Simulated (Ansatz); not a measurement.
How settings move the G0W0 gap of MgO (CsCl type)

MgO in the CsCl structure, relaxed with r2SCAN; one-shot G0W0 in Ansatz without spin-orbit coupling. The cell comes from a prototype generator: it can be a known phase or a hypothetical one. Spin polarisation is off.

Space group Pm-3m (No. 221). a = 2.623 Å, b = 2.623 Å, c = 2.623 Å, α = 90.00°, β = 90.00°, γ = 90.00°

| atom | site | symmetry | x | y | z |
| --- | --- | --- | --- | --- | --- |
| Mg | 1a | m-3m | 0.0000 | 0.0000 | 0.0000 |
| O | 1b | m-3m | 0.5000 | 0.5000 | 0.5000 |

Gaps are read over the mesh points alone. G0W0 values are finite-basis, finite-mesh values.
```json
{"start": "PBE", "potentials": "PAW", "frequency model": "contour deformation", "mesh": "6×6×6", "empty bands": "29", "screening cutoff (eV)": "80", "Kohn-Sham gap (eV)": "2.64", "G0W0 gap (eV)": "4.20", "rough cost": "8 core-seconds"}
{"start": "PBE", "potentials": "PAW", "frequency model": "contour deformation", "mesh": "6×6×6", "empty bands": "67", "screening cutoff (eV)": "140", "Kohn-Sham gap (eV)": "2.64", "G0W0 gap (eV)": "4.47", "rough cost": "17 core-seconds"}
{"start": "PBE", "potentials": "PAW", "frequency model": "contour deformation", "mesh": "6×6×6", "empty bands": "124", "screening cutoff (eV)": "210", "Kohn-Sham gap (eV)": "2.64", "G0W0 gap (eV)": "4.61", "rough cost": "50 core-seconds"}
{"start": "HSE06", "potentials": "PAW", "frequency model": "contour deformation", "mesh": "6×6×6", "empty bands": "67", "screening cutoff (eV)": "140", "Kohn-Sham gap (eV)": "4.20", "G0W0 gap (eV)": "5.27", "rough cost": "40 core-seconds"}
{"start": "LDA", "potentials": "PAW", "frequency model": "contour deformation", "mesh": "6×6×6", "empty bands": "67", "screening cutoff (eV)": "140", "Kohn-Sham gap (eV)": "2.57", "G0W0 gap (eV)": "4.51", "rough cost": "17 core-seconds"}
{"start": "r2SCAN", "potentials": "PAW", "frequency model": "contour deformation", "mesh": "6×6×6", "empty bands": "67", "screening cutoff (eV)": "140", "Kohn-Sham gap (eV)": "3.49", "G0W0 gap (eV)": "4.93", "rough cost": "23 core-seconds"}
{"start": "PBE", "potentials": "PAW", "frequency model": "Godby-Needs pole", "mesh": "6×6×6", "empty bands": "67", "screening cutoff (eV)": "140", "Kohn-Sham gap (eV)": "2.64", "G0W0 gap (eV)": "4.44", "rough cost": "19 core-seconds"}
{"start": "PBE", "potentials": "PAW", "frequency model": "contour deformation", "mesh": "8×8×8", "empty bands": "29", "screening cutoff (eV)": "80", "Kohn-Sham gap (eV)": "2.64", "G0W0 gap (eV)": "4.19", "rough cost": "30 core-seconds"}
{"start": "PBE", "potentials": "norm-conserving", "frequency model": "contour deformation", "mesh": "6×6×6", "empty bands": "67", "screening cutoff (eV)": "140", "Kohn-Sham gap (eV)": "2.64", "G0W0 gap (eV)": "4.46", "rough cost": "60 core-seconds"}
```

Over the mesh points the PBE gap of 2.64 eV becomes a quasiparticle gap of 4.61 eV (M to Γ), a change of +1.97 eV. Renormalisation factors Z lie between 0.74 and 0.85.

Raising bands and cutoff together moves the gap by +0.27 eV (80 to 140 eV), then +0.14 eV (140 to 210 eV); the last step is still large, so the basis limit isn't reached. Starting from HSE06 (4.20 eV against PBE's 2.64 eV) gives 5.27 eV, +0.80 eV from G0W0@PBE at the same screening cutoff. Starting from LDA (2.57 eV against PBE's 2.64 eV) gives 4.51 eV, +0.04 eV from G0W0@PBE at the same screening cutoff. Starting from r2SCAN (3.49 eV against PBE's 2.64 eV) gives 4.93 eV, +0.46 eV from G0W0@PBE at the same screening cutoff. The Godby-Needs plasmon pole differs from contour deformation by -0.03 eV. An 8×8×8 mesh in place of 6×6×6 changes the opening over PBE by 0.00 eV (the gap on the mesh by -0.01 eV). Norm-conserving potentials (wave cutoff 1240 eV against 420 eV) shift the quasiparticle gap by -0.01 eV and the PBE gap by 0.00 eV. r2SCAN runs take a wave cutoff of 500 eV.
